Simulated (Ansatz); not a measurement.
**AgCl at 4 GPa: from Born charge to LO–TO splitting and polaron coupling**

The calculation used Ansatz, DFT PBEsol, scalar-relativistic, plane waves, PAW. Plane waves to 420 eV; Γ-centred k mesh 10×10×10; fixed occupations. No spin polarisation. Phonons by linear response, acoustic sum rule imposed.

The cell, relaxed at 4 GPa:
```
Ag Cl
1.0
     0.00000    2.66956    2.66956
     2.66956    0.00000    2.66956
     2.66956    2.66956    0.00000
Ag Cl
1 1
Direct
  0.50000 0.50000 0.50000
  0.00000 0.00000 0.00000
```

Linear response gives ν_TO = 143.4 cm⁻¹, Born charges ±1.396 e (positive on Ag) and ε∞ = 5.753. The primitive cell holds 38.050 Å³, and the masses are 107.868 and 35.450 amu.

Problem. Find ν_LO and the static dielectric constant.

Solution. The long-wave field adds a restoring force: ω_LO² − ω_TO² = Z*²e²/(ε_vac ε∞ μV). In these units ν_LO² − ν_TO² = 4.92064×10⁷ Z*²/(μ V ε∞) cm⁻², with μ = m₁m₂/(m₁ + m₂) = 26.681 amu: 16415 cm⁻². So ν_LO = √(143.4² + 16415) = 192.3 cm⁻¹, and the run gives 192.3. Lyddane–Sachs–Teller then gives ε0 = ε∞ (ν_LO/ν_TO)² = 10.34, against 10.34 in the run (it forms both from the same three quantities, so the match checks the arithmetic only). Between ν_TO and ν_LO the dielectric function is negative and an undamped crystal reflects fully: a reststrahlen band from 52.0 to 69.7 μm.

Problem. What do the Clausius–Mossotti polarisability and the Szigeti charge come to?

Solution. With the Lorentz local field, α = (3V/4π)(ε∞ − 1)/(ε∞ + 2) = 5.57 Å³ for the pair, and e_S = 3Z*/(ε∞ + 2) = 0.54 e. The Born charge includes the electrons' response to the dipole's own local field, and e_S takes that enhancement out. The Lorentz field assumes point-like polarisable ions, a poor picture once ε∞ is this large, since the electron clouds then overlap or are shared, so both numbers are formal here.

Problem. How strongly does a slow electron couple to the LO mode?

Solution. For one isotropic parabolic band, Fröhlich's constant is α_F = (1/ε∞ − 1/ε0) √(m* Ry/ħω_LO), with Ry = 13.606 eV, ħω_LO = 23.8 meV and m* in free-electron masses: α_F = 0.0771 × 23.89 × √m* = 1.84 √m*. The band mass isn't part of this run; for m* = 0.1, 0.3 and 1 it gives 0.58, 1.01, 1.84. In weak coupling the polaron lies α_F ħω_LO below the band edge (24 meV at m* = 0.3) with a mass m*(1 + α_F/6); past α_F of about 5 or 6 that expansion fails. A semilocal functional's ε∞ tends to be too large, which taken alone lowers α_F.